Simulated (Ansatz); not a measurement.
# Li: the cost of one run

Computed with Ansatz 0.2.0 (DFT PBE, scalar-relativistic, plane waves, PAW, unless a step's input says otherwise).

### Step 1. Starting point

Symmetry: P6_3/mcm, No. 193, hexagonal system. The conventional cell has a = 5.577 Å, b = 5.577 Å, c = 4.913 Å, α = 90.00°, β = 90.00°, γ = 120.00°. Around Li (site symmetry m2m) lie 6 Li at 2.51 to 2.83 Å.

As a file:

```
Li
1.0
     5.57701    0.00000    0.00000
    -2.78850    4.82983    0.00000
     0.00000    0.00000    4.91298
Li
6
Direct
  0.45182 0.00000 0.25000
  0.00000 0.45182 0.25000
  0.54818 0.54818 0.25000
  0.54818 0.00000 0.75000
  0.00000 0.54818 0.75000
  0.45182 0.45182 0.75000
```

The cell is invented: random cell by space group and Wyckoff sites (P6_3/mcm, No. 193). Lengths come from tabulated atomic sizes and are only a guess.

### Step 2. The guess as it stands, on a coarse mesh

input.yaml reads:

```yaml
crystal:
  lattice:
    - [5.57700889, 0.0, 0.0]
    - [-2.78850445, 4.82983138, 0.0]
    - [0.0, 0.0, 4.91297894]
  atoms:
    - { symbol: Li, position: [0.4518212, 0.0, 0.25] }
    - { symbol: Li, position: [0.0, 0.4518212, 0.25] }
    - { symbol: Li, position: [0.5481788, 0.5481788, 0.25] }
    - { symbol: Li, position: [0.5481788, 0.0, 0.75] }
    - { symbol: Li, position: [0.0, 0.5481788, 0.75] }
    - { symbol: Li, position: [0.4518212, 0.4518212, 0.75] }
basis:
  ecutwfc: 420
kpoints:
  mp_grid: { grid: [6, 6, 4] }
hamiltonian:
  xc: pbe
scf:
  occupations: { method: gaussian, width: 0.1 }
  lower_state_search: "off"
output:
  forces: true
  stress: true
  eigenvalues: true
```

On the command line:

```
> ansatz run input.yaml --threads 1 --pin off --max-ram 2048MiB --backend cpu --events-out ev --progress --plain --runs-dir out
```

Q: Estimate wall time and peak memory on 1 thread of Intel Xeon 6975P-C (Granite Rapids), shared host.

About 1.5 s, with a peak of 0.39 GiB.
